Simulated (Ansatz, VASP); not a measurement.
**One calculation of CoSi, two programs**

```
Si Co
1.0
     1.88602   -1.88601    0.00000
     1.88602    1.88601    0.00000
     0.00000    0.00000    2.92741
Si Co
1 1
Direct
  0.00000 0.00000 0.00000
  0.50000 0.50000 0.50000
```

Alike in both runs: functional PBEsol; k mesh 8 × 8 × 8; occupations gaussian, width 0.1 eV; collinear spin.

Ansatz relaxed the structure, and its values are those at the end. VASP's run is a single point on that final structure, the one shown.

|  | VASP | Ansatz |
| --- | --- | --- |
| version | VASP 6.6.1 | Ansatz 0.2.0 |
| potentials or method | VASP PAW PBE potentials, release 64 (Si, Co) | scalar-relativistic, plane waves, PAW |
| plane-wave cutoff (eV) | 520 | 420 |
| valence electrons in the cell | 13 | 21 |

|  | VASP | Ansatz | Ansatz less VASP |
| --- | --- | --- | --- |
| gap on the k mesh at the Fermi level (eV) | none | none | - |
| pressure (GPa) | 0.2 | 0.0 | -0.25 |
| net moment per atom (μB) | 0.20 | 0.20 | +0.002 |
| size of the moment on the site where the two differ most (μB) | 0.41 | 0.42 | +0.012 |

Site moments also hang on the region over which each program counts them. A gap of «none» marks a metal or a gap that the smearing closes. The functional is the same, so the differences come from potentials, cutoffs and numerics. The two sets of potentials don't hold the same shells in valence. Ansatz warned: «near_symmetry_operations_not_taken».

Caveats: the PAW data sets were made with another functional, which shifts forces and pressure a little (VASP).
